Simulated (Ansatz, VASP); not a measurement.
TePt in VASP and in Ansatz

Contents of INCAR:

```
SYSTEM = TePt
  ALGO = Fast
  EDIFF = 1E-7
  ENCUT = 520
  ISIF = 2
  ISMEAR = 0
  LASPH = .TRUE.
  LCHARG = .FALSE.
  LREAL = .FALSE.
  LWAVE = .FALSE.
  NBANDS = 24
  NELM = 100
  PREC = Accurate
  SIGMA = 0.15
```

The input KPOINTS:

```
k-points
0
G
  15 15 15
  0 0 0
```

The input POSCAR:

```
TePt
1.0
    1.9815661262      1.1440577364      6.6610305258
   -1.9815661262      1.1440577364      6.6610305258
    0.0000000000     -2.2881154728      6.6610305258
Te Pt
2 2
Direct
    0.5980000000      0.5980000000      0.5980000000
    0.4020000000      0.4020000000      0.4020000000
    0.8703333333      0.8703333333      0.8703333333
    0.1296666667      0.1296666667      0.1296666667
```

Input for Ansatz:

```yaml
crystal:
  lattice:
    - [1.9815661262, 1.1440577364, 6.6610305258]
    - [-1.9815661262, 1.1440577364, 6.6610305258]
    - [0.0, -2.2881154728, 6.6610305258]
  atoms:
    - { symbol: Te, position: [0.598, 0.598, 0.598] }
    - { symbol: Te, position: [0.402, 0.402, 0.402] }
    - { symbol: Pt, position: [0.8703333333, 0.8703333333, 0.8703333333] }
    - { symbol: Pt, position: [0.1296666667, 0.1296666667, 0.1296666667] }
basis:
  ecutwfc: 420
kpoints:
  mp_grid: { grid: [15, 15, 15] }
hamiltonian:
  xc: lda
scf:
  occupations: { method: gaussian, width: 0.15 }
output:
  forces: true
  stress: true
  eigenvalues: true
```

Alike in both runs: task single point; functional LDA; k mesh 15 × 15 × 15; occupations gaussian, width 0.15 eV; no spin polarisation.

|  | VASP | Ansatz |
| --- | --- | --- |
| version | VASP 6.6.1 | Ansatz 0.2.0 |
| potentials or method | VASP PAW LDA potentials, release 64 (Te, Pt) | scalar-relativistic, plane waves, PAW |
| plane-wave cutoff (eV) | 520 | 420 |
| valence electrons in the cell | 32 | 68 |

```tsv
	VASP	Ansatz	Ansatz less VASP
gap on the k mesh at the Fermi level (eV)	none	none	-
pressure (GPa)	-2.7	-2.8	-0.19
largest component of the traceless stress (GPa)	0.32	0.39	+0.073
rms of the force components (eV/Å)	0.082	0.093	+0.0118
```

Atom by atom the forces differ by 0.013 eV/Å (rms over components). A gap of «none» marks a metal or a gap that the smearing closes. The two sets of potentials don't hold the same shells in valence.

The runs have no spin-orbit coupling, so splittings on Pt, Te are missing.
